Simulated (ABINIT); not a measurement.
**Au in ABINIT: the effect of potentials**

The system is Au.

```xyz
2
Lattice="1.4113 -2.5559 0.0000 1.4113 2.5559 0.0000 0.0000 0.0000 4.8932" Properties=species:S:1:pos:R:3 pbc="T T T"
Au    1.4113    0.8451    1.2233
Au    1.4113   -0.8451    3.6699
```

This isn't the form of Au at room conditions, which is fcc.

Alike in all runs:

| Quantity | Value |
| --- | --- |
| Program | ABINIT 10.8.3 (patched build) |
| Task | single point |
| Functional | PBEsol |
| k mesh | 11 × 11 × 6 |
| Occupations | fermi-dirac, width 0.05 eV |
| Spin | no spin polarisation |

```csv
potentials,cutoff,pressure (GPa)
PseudoDojo NC SR PBEsol v0.4.1 standard,1034 eV,-5.6
PseudoDojo NC SR PBEsol v0.4 stringent,1034 eV,-5.6
JTH PAW PBE v2.0,544 eV,?
```

**Question.** What does the run with potentials JTH PAW PBE v2.0 give?

**Answer.** Pressure -4.9 GPa.

Caveats: the PAW data sets were made with another functional, which shifts forces and pressure a little (some runs).

The runs don't all hold the same shells in valence.
